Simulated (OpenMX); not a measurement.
## PtSe2 (Sudovikovite) under changes of volume

One of the cells (20.265 Å³/atom); the others are scaled copies at fixed shape and fractional positions:

```xyz
3
Lattice="3.7240 0.0000 0.0000 -1.8620 3.2251 0.0000 0.0000 0.0000 5.0620" Properties=species:S:1:pos:R:3 pbc="T T T"
Pt    0.0000    0.0000    0.0000
Se    1.8620    1.0750    3.7965
Se    0.0000    2.1501    1.2655
```

* Program: OpenMX 3.8.5
* Functional: PBE
* Potentials or basis: OpenMX 2013 PBE set, Pt7.0-s3p2d2f1, Se7.0-s3p2d2, fixed grid of 40 × 40 × 60 points
* k mesh: 9 × 9 × 5
* Occupations: fermi-dirac, width 0.05 eV
* Spin: no spin polarisation

```csv
volume (Å³/atom),energy over the lowest point (meV/atom),largest force (eV/Å)
19.049,132.30,1.759
19.455,89.52,1.423
19.860,56.32,1.114
20.265,31.62,0.831
20.671,14.50,0.570
21.076,?,?
21.481,0.00,0.110
```

Q: What does the run at 21.076 Å³/atom give?

A: Energy over the lowest point 4.23 meV/atom; largest force 0.330 eV/Å.

Worked out: A Birch-Murnaghan fit of order 3 (a polynomial in V^(-2/3)) to the other rows has its minimum at 21.58 Å³/atom, just outside them, with B0 = V·E''(V) = 112 GPa and B' = 4.8 at fixed shape and positions, which overstates the stiffness. It gives 4.20 meV/atom at 21.076 Å³/atom, against the run's 4.23.

Energies are extrapolated to zero smearing.

Caveats: the basis of atomic orbitals isn't converged, which shifts pressures, moduli and gaps; forces of over 1 eV/Å show positions far from the minimum, so gaps and moduli don't describe the material at rest (some runs).
